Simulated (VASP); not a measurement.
# C (P6_3/mmc) in VASP: a series of runs, part 2 of 2

VASP 6.6.1. The steps go on from the part before.

## (3) Single point, vdW-DF

INCAR reads:

```
PREC = Accurate
ENCUT = 520
EDIFF = 1E-6
ISMEAR = -1
SIGMA = 0.05
LREAL = False
LASPH = True
NELM = 100
ALGO = Normal
ISIF = 2
LWAVE = False
LCHARG = False
GGA = RE
LUSE_VDW = True
AGGAC = 0.0
NBANDS = 16
```

KPOINTS reads:

```
Automatic mesh
0
Gamma
  16 16 4
```

POSCAR reads:

```
C
1.0
    2.4610000000      0.0000000000      0.0000000000
   -1.2305000000      2.1312885187      0.0000000000
    0.0000000000      0.0000000000      6.9763200000
C
4
Direct
    0.0000000000      0.0000000000      0.2500000000
    0.3333333333      0.6666666667      0.2500000000
    0.0000000000      0.0000000000      0.7500000000
    0.6666666667      0.3333333333      0.7500000000
```

Potentials or basis: VASP PAW PBE potentials, release 64 (C).

Started as:

```
> cat potpaw_PBE.64/C/POTCAR > POTCAR
> mpirun -np 1 vasp_std > vasp.out
```

OUTCAR:

```text
PREC = Accurate
   ENCUT = 520
   EDIFF = 1E-6
   ISMEAR = -1
   LREAL = False
   LASPH = True
   NELM = 100
   ISIF = 2
   GGA = RE

 ion  position               nearest neighbor table
   1  0.000  0.000  0.250-   2 1.42   2 1.42   2 1.42
   2  0.333  0.667  0.250-   1 1.42   1 1.42   1 1.42
   3  0.000  0.000  0.750-   4 1.42   4 1.42   4 1.42
   4  0.667  0.333  0.750-   3 1.42   3 1.42   3 1.42

  LATTYP: Found a hexagonal cell.
 ALAT       =     2.4610000000
 C/A-ratio  =     2.8347501016

  Lattice vectors:

 A1 = (   2.4610000000,   0.0000000000,   0.0000000000)
 A2 = (  -1.2305000000,   2.1312885187,   0.0000000000)
 A3 = (   0.0000000000,   0.0000000000,   6.9763200000)

Analysis of symmetry for initial positions (statically):
=====================================================================
 Subroutine PRICEL returns:
 Original cell was already a primitive cell.

 Routine SETGRP: Setting up the symmetry group for a
 hexagonal supercell.

 Subroutine GETGRP returns: Found 24 space group operations
 (whereof 12 operations were pure point group operations)
 out of a pool of 24 trial point group operations.

The static configuration has the point symmetry D_3d.
 The point group associated with its full space group is D_6h.

Analysis of symmetry for dynamics (positions and initial velocities):
=====================================================================
 Subroutine PRICEL returns:
 Original cell was already a primitive cell.

 Routine SETGRP: Setting up the symmetry group for a
 hexagonal supercell.

 Subroutine GETGRP returns: Found 24 space group operations
 (whereof 12 operations were pure point group operations)
 out of a pool of 24 trial point group operations.

The dynamic configuration has the point symmetry D_3d.
 The point group associated with its full space group is D_6h.

 Subroutine INISYM returns: Found 24 space group operations
 (whereof 12 operations are pure point group operations),
 and found     1 'primitive' translations

----------------------------------------------------------------------------------------

                                     Primitive cell

  volume of cell :      36.5915

  direct lattice vectors                    reciprocal lattice vectors
     2.461000000  0.000000000  0.000000000     0.406338887  0.234599866  0.000000000
    -1.230500000  2.131288519  0.000000000     0.000000000  0.469199731  0.000000000
     0.000000000  0.000000000  6.976320000     0.000000000  0.000000000  0.143342049

  length of vectors
     2.461000000  2.461000000  6.976320000     0.469199731  0.469199731  0.143342049

  position of ions in fractional coordinates (direct lattice)
     0.000000000  0.000000000  0.250000000
     0.333333333  0.666666667  0.250000000
     0.000000000  0.000000000  0.750000000
     0.666666667  0.333333333  0.750000000

  ion indices of the primitive-cell ions
   primitive index   ion index
                 1           1
                 2           2
                 3           3
                 4           4

----------------------------------------------------------------------------------------

 KPOINTS: Automatic mesh

[... 25 lines left out ...]
  0.062500  0.000000  0.000000      6.000000
  0.125000  0.000000  0.000000      6.000000
  0.187500 -0.000000  0.000000      6.000000
  0.250000  0.000000  0.000000      6.000000
  0.312500 -0.000000  0.000000      6.000000
[... 16 lines left out ...]
  0.187500  0.187500  0.000000      6.000000
  0.250000  0.187500  0.000000     12.000000
 [... further k-points ...]
   k-points           NKPTS =     90   k-points in BZ     NKDIM =     90   number of bands    NBANDS=     16
   number of dos      NEDOS =    301   number of ions     NIONS =      4
   total plane-waves  NPLWV =  17496
   dimension x,y,z NGX =    18 NGY =   18 NGZ =   54
   dimension x,y,z NGXF=    36 NGYF=   36 NGZF=  108
   ions per type =               4
   NGX,Y,Z   is equivalent  to a cutoff of  12.16, 12.16, 12.87 a.u.
   NGXF,Y,Z  is equivalent  to a cutoff of  24.32, 24.32, 25.74 a.u.
 SYSTEM =  unknown system
   PREC   = accura    normal or accurate (medium, high low for compatibility)
   ISTART =      0    job   : 0-new  1-cont  2-samecut
   ICHARG =      2    charge: 1-file 2-atom 10-const
   ISPIN  =      1    spin polarized calculation?
   LNONCOLLINEAR =      F non collinear calculations
   LSORBIT =      F    spin-orbit coupling
   LASPH  =      T    aspherical Exc in radial PAW
   ENCUT  =  520.0 eV  38.22 Ry    6.18 a.u.   4.58  4.58 12.97*2*pi/ulx,y,z
   NELM   =    100;   NELMIN=  2; NELMDL= -5     # of ELM steps
   EDIFF  = 0.1E-05   stopping-criterion for ELM
   LREAL  =      F    real-space projection
   EDIFFG = 0.1E-04   stopping-criterion for IOM
   NSW    =      0    number of steps for IOM
   IBRION =     -1    ionic relax: 0-MD 1-quasi-New 2-CG
   NFREE  =      0    steps in history (QN), initial steepest desc. (CG)
   ISIF   =      2    stress and relaxation
   ISYM   =      2    0-nonsym 1-usesym 2-fastsym
   POTIM  = 0.5000    time-step for ionic-motion
   TEBEG  =    0.0;   TEEND  =   0.0 temperature during run
   PSTRESS=    0.0 pullay stress
   NELECT =      16.0000    total number of electrons
   NUPDOWN=      -1.0000    fix difference up-down
   EMIN   =  10.00;   EMAX   =-10.00  energy-range for DOS
   EFERMI =   0.00;   METHOD = LEGACY
   ISMEAR =    -1;   SIGMA  =   0.05  broadening in eV -4-tet -1-fermi 0-gaus
   EFERMI_NEDOS =   21; number of points for ismear=-14 and -15
   IALGO  =     38    algorithm
   IMIX   =      4    mixing-type and parameters
     AMIX     =   0.40;   BMIX     =  1.00
     AMIX_MAG =   1.60;   BMIX_MAG =  1.00
  volume/ion in A,a.u.               =       9.15        61.73
  Fermi-wavevector in a.u.,A,eV,Ry     =   1.242572  2.348120 21.007179  1.543984
  Thomas-Fermi vector in A             =   2.376920
   LORBIT       =      0    0 simple, 1 ext, 2 COOP (PROOUT), +10 PAW based schemes
   GGA     = RE    functional components
   LHFCALC =     F    Hartree Fock is set to
   AEXX    =    0.0000 exact exchange contribution
   IVDW_NL    =     1    kernel type
   BPARAM     = 6.3000
   IVDW    =     0    specifies the selected vdW correction
   LEPSILON=     F    determine dielectric tensor
   LRPA    =     F    only Hartree local field effects (RPA)
 non-spin polarized calculation
  energy-cutoff  :      520.00
  volume of cell :       36.59
 maximum number of plane-waves:      1006
   NGX =  9   NGY =  9   NGZ = 25

 number of electron      15.9999995 magnetization

 Free energy of the ion-electron system (eV)
  ---------------------------------------------------
  ext. energy  EPLUGINS =         0.00000000
  ---------------------------------------------------
  free energy    TOTEN  =       -30.06005283 eV

  energy without entropy =      -30.06003661  energy(sigma->0) =      -30.06004472

 E-fermi :   4.4123     XC(G=0):  -9.9971

 val. band max:        4.0776989483   @ k =   0.3125   0.3125   0.0000
 cond. band min:       4.7551030206   @ k =   0.3125   0.3125   0.0000
 fundamental gap:      0.6774040724
 Fermi energy:         4.4122614202

 k-point     1 :       0.0000    0.0000    0.0000
  band No.  band energies     occupation
      1     -15.2775      2.00000
      2     -15.0586      2.00000
      3      -3.9903      2.00000
      4      -2.3853      2.00000
      5       1.2312      2.00000
      6       1.2312      2.00000
[... 433 lines left out ...]
      3      -5.4455      2.00000
      4      -5.3784      2.00000
      5      -3.5453      2.00000
      6      -3.4977      2.00000
[... 8 lines left out ...]
     15      16.9594      0.00000
     16      17.6562      0.00000

 [... further k-points ...]

------------------------ aborting loop because EDIFF is reached ----------------------------------------

  FORCE on cell =-STRESS in cart. coord.  units (eV):
  Direction    XX          YY          ZZ          XY          YZ          ZX
  --------------------------------------------------------------------------------------
  -------------------------------------------------------------------------------------
  Total        1.9071523      1.9071523      0.1795284      0.0000000      0.0000000      0.0000000
  in kB       83.5056185     83.5056185      7.8607425      0.0000000      0.0000000      0.0000000
  external PRESSURE =      58.2906599 kB  Pullay stress =       0.0000000 kB

 VOLUME and BASIS-vectors are now :
 -----------------------------------------------------------------------------
  energy-cutoff  :      520.00
  volume of cell :       36.59
      direct lattice vectors                 reciprocal lattice vectors
     2.461000000  0.000000000  0.000000000     0.406338887  0.234599866  0.000000000
    -1.230500000  2.131288519  0.000000000     0.000000000  0.469199731  0.000000000
     0.000000000  0.000000000  6.976320000     0.000000000  0.000000000  0.143342049

 POSITION                                       TOTAL-FORCE (eV/Angst)
 -----------------------------------------------------------------------------------
      0.00000      0.00000      1.74408        -0.000000      0.000000     -0.000000
     -0.00000      1.42086      1.74408        -0.000000     -0.000000     -0.000000
      0.00000      0.00000      5.23224         0.000000      0.000000      0.000000
      1.23050      0.71043      5.23224         0.000000     -0.000000     -0.000000
 -----------------------------------------------------------------------------------
    total drift:                                0.000000     -0.000000      0.000000

  FREE ENERGIE OF THE ION-ELECTRON SYSTEM (eV)
  ---------------------------------------------------
  free  energy   TOTEN  =       -30.0600528344 eV

  energy  without entropy=      -30.0600366129  energy(sigma->0) =      -30.06004472

Total vdW correction in eV:      2.2785615
```

stdout:

```text
POSCAR found type information on POSCAR C
 POSCAR found :  1 types and       4 ions
 scaLAPACK will be used
 -----------------------------------------------------------------------------
|                                                                             |
|                                                                             |
|     You have switched on vdW-DFT.                                           |
[... 15 lines left out ...]
|                                                                             |
 -----------------------------------------------------------------------------

 LDA part: xc-table for (Slater+PW92), standard interpolation
 POSCAR, INCAR and KPOINTS ok, starting setup
 FFT: planning ... GRIDC
 FFT: planning ... GRID_SOFT
 FFT: planning ... GRID
 WAVECAR not read
 entering main loop
```

Wall time 32 s (1 thread of AMD EPYC 9R14 (Zen 4), shared host); peak memory 0.28 GiB.

Results:

```
Free energy            : -30.0601 eV
Pressure               : 5.8 GPa
Band gap on the k mesh : 0.68 eV, direct
```

Caveat: the PAW data sets were made with another functional, which shifts forces and pressure a little. A k mesh can miss the band edges.

## (4) Single point, vdW-DF2

Changes to INCAR since step 3:

```diff
@@ -12,5 +12,6 @@
 LCHARG = False
-GGA = RE
+GGA = ML
 LUSE_VDW = True
 AGGAC = 0.0
+ZAB_VDW = -1.8867
 NBANDS = 16
```

KPOINTS is that of step 3.

POSCAR is that of step 3.

Started as:

```
> cat potpaw_PBE.64/C/POTCAR > POTCAR
> mpirun -np 1 vasp_std > vasp.out
```

Wall time 34 s (1 thread of AMD EPYC 9R14 (Zen 4), shared host); peak memory 0.28 GiB.

It converged, with:

| Property | Result |
| --- | --- |
| Free energy | -30.4645 eV |
| Pressure | 5.0 GPa |
| Band gap on the k mesh | 0.65 eV, direct |

Stress tensor (GPa, compression positive):
```
7.40 0.00 0.00
0.00 7.40 0.00
0.00 0.00 0.24
```

Levels at points of the mesh, in eV from the valence-band top:
```csv
k point,band 6,band 7,band 8,band 9,band 10,band 11
"(0.00, 0.00, 0.00)",-2.95,-2.93,-2.93,3.87,8.73,8.73
"(0.50, 0.00, 0.00)",-6.20,-2.40,-1.83,1.79,2.38,7.81
"(0.00, 0.00, 0.50)",-2.94,-2.94,-2.94,6.23,6.23,8.75
"(0.50, 0.00, 0.50)",-6.22,-2.07,-2.07,1.94,1.94,7.96
```

Caveat: the PAW data sets were made with another functional, which shifts forces and pressure a little. A k mesh can miss the band edges.

## (5) Single point, optB88-vdW

Changes to INCAR since step 4:

```diff
@@ -12,6 +12,7 @@
 LCHARG = False
-GGA = ML
+GGA = BO
 LUSE_VDW = True
 AGGAC = 0.0
-ZAB_VDW = -1.8867
+PARAM1 = 0.1833333333
+PARAM2 = 0.22
 NBANDS = 16
```

KPOINTS is that of step 4.

POSCAR is that of step 4.

Started as:

```
> cat potpaw_PBE.64/C/POTCAR > POTCAR
> mpirun -np 1 vasp_std > vasp.out
```

It took 31 s on 1 thread of AMD EPYC 9R14 (Zen 4), shared host; peak memory 0.28 GiB.

The run converged. Its results:

- Free energy: -32.1081 eV
- Pressure: 1.3 GPa
- Band gap on the k mesh: 0.66 eV, direct

Stress tensor (GPa, compression positive):
```
 2.60  0.00  0.00
 0.00  2.60  0.00
 0.00  0.00 -1.36
```

Levels at points of the mesh, in eV from the valence-band top:
| k point | band 5 | band 6 | band 7 | band 8 | band 9 | band 10 | band 11 | band 12 |
| --- | --- | --- | --- | --- | --- | --- | --- | --- |
| (0.00, 0.00, 0.00) | -2.85 | -2.85 | -2.83 | -2.83 | 3.98 | 8.68 | 8.68 | 8.71 |
| (0.50, 0.00, 0.00) | -6.20 | -6.16 | -2.41 | -1.84 | 1.77 | 2.37 | 7.68 | 7.99 |
| (0.00, 0.00, 0.50) | -2.84 | -2.84 | -2.84 | -2.84 | 6.36 | 6.36 | 8.70 | 8.70 |
| (0.50, 0.00, 0.50) | -6.18 | -6.18 | -2.08 | -2.08 | 1.93 | 1.93 | 7.83 | 7.83 |

Caveat: the PAW data sets were made with another functional, which shifts forces and pressure a little. A k mesh can miss the band edges.

## (6) Overview

| level | gap on the mesh (eV) | pressure (GPa) |
| --- | --- | --- |
| PBE+MBD | 0.68 | 0.4 |
| vdW-DF | 0.68 | 5.8 |
| vdW-DF2 | 0.65 | 5.0 |
| optB88-vdW | 0.66 | 1.3 |

Alike in all rows: task single point; potentials or basis VASP PAW PBE potentials, release 64 (C); no spin polarisation; cell as given; k mesh 16 × 16 × 4; cutoff (eV) 520; smearing fermi-dirac 0.05 eV.

On the cell as given the gap runs from 0.65 eV (vdW-DF2) to 0.68 eV (PBE+MBD). The pressure there spans 0.4 GPa (PBE+MBD) to 5.8 GPa (vdW-DF); a positive pressure means that this level wants a larger cell, a negative one a smaller.

Caveats: the PAW data sets were made with another functional, which shifts forces and pressure a little (some runs).

Absolute energies hang on the potentials; compare differences alone.
